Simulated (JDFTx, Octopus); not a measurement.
Given: the input of a run of Octopus 16.4 on FeO (Wuestite). 

The input inp:

```
CalculationMode = gs
UnitsOutput = eV_Angstrom
PeriodicDimensions = 3
ExperimentalFeatures = yes
PseudopotentialSet = pseudodojo_pbesol
%LatticeParameters
 1*angstrom | 1*angstrom | 1*angstrom
%
%LatticeVectors
 0 | 2.1554 | 2.1554
 2.1554 | 0 | 2.1554
 2.1554 | 2.1554 | 0
%
%ReducedCoordinates
 "Fe" | 0 | 0 | 0
 "O" | 0.5 | 0.5 | 0.5
%
%Spacing
 0.12700816*angstrom | 0.12700816*angstrom | 0.12700816*angstrom
%
DerivativesOrder = 8
%KPointsGrid
 11 | 11 | 11
%
KPointsUseSymmetries = yes
XCFunctional = gga_x_pbe_sol + gga_c_pbe_sol
SpinComponents = polarized
KPointsUseTimeReversal = no
GuessMagnetDensity = user_defined
%AtomsMagnetDirection
 3.0
 0.0
%
SmearingFunction = fermi_dirac
Smearing = 0.05*eV
ExtraStates = 10
Eigensolver = chebyshev_filter
ConvRelDens = 3e-7
MaximumIter = 120
```

Potentials or basis: pseudodojo_pbesol (PseudoDojo 0.4, PBEsol).

The run is started by

```sh
$ OMP_NUM_THREADS=1 octopus > out.log
```

Task: What does the same run look like in JDFTx 1.7.0 (patched build)? Potentials or basis there: PseudoDojo-SR-PBEsol-0.4.1-standard with smoothed tails, cutoff 1225 eV.

Result: As run (cutoffs and basis follow the program's own potentials, and thresholds, step limits or extra output files can differ):

The input FeO.in:

```
lattice \
    0.0000000000     4.0731156890     4.0731156890 \
    4.0731156890     0.0000000000     4.0731156890 \
    4.0731156890     4.0731156890     0.0000000000
coords-type Lattice
ion Fe     0.0000000000     0.0000000000     0.0000000000 1
ion O      0.5000000000     0.5000000000     0.5000000000 1

ion-species pseudo/Fe.upf
ion-species pseudo/O.upf
elec-cutoff 45 360
elec-ex-corr gga-PBEsol
kpoint-folding 11 11 11
elec-smearing Fermi 0.0018374661
elec-n-bands 19
spintype z-spin
initial-magnetic-moments Fe 3
elec-initial-magnetization 3 no
electronic-SCF nIterations 100 energyDiffThreshold 1e-09
electronic-minimize nIterations 30 energyDiffThreshold 1e-7
converge-empty-states yes
forces-output-coords Cartesian

dump-name run.$VAR
dump End Ecomponents EigStats BandEigs Kpoints Forces Stress
```

Potentials or basis: PseudoDojo-SR-PBEsol-0.4.1-standard with smoothed tails.

Run with:

```bash
$ jdftx -c 1 -i FeO.in -o FeO.out
```

Both were run:

|  | Octopus | JDFTx |
| --- | --- | --- |
| Net moment | 4.00 μB per cell | 4.00 μB per cell |

The magnetic state is the one that the start led to; the real crystal's order can differ.
